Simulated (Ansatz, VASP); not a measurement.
**Be in VASP and in Ansatz**

```
Be
1.0
    -1.25118    1.25118    1.25118
     1.25118   -1.25118    1.25118
     1.25118    1.25118   -1.25118
Be
1
Direct
  0.00000 0.00000 0.00000
```

Alike in both runs: task single point; functional BLYP; k mesh 20 × 20 × 20; occupations fermi-dirac, width 0.1 eV; no spin polarisation.

|  | VASP | Ansatz |
| --- | --- | --- |
| version | VASP 6.6.1 | Ansatz 0.2.0 |
| potentials or method | VASP PAW PBE potentials, release 64 (Be) | plane waves (420 eV) with PAW, scalar-relativistic |
| plane-wave cutoff (eV) | 520 | 420 |
| valence electrons in the cell | 2 | 2 |

```tsv
	VASP	Ansatz	Ansatz less VASP
pressure (GPa)	0.0	-0.1	-0.10
```

Caveats: the PAW data sets were made with another functional, which shifts forces and pressure a little (VASP).
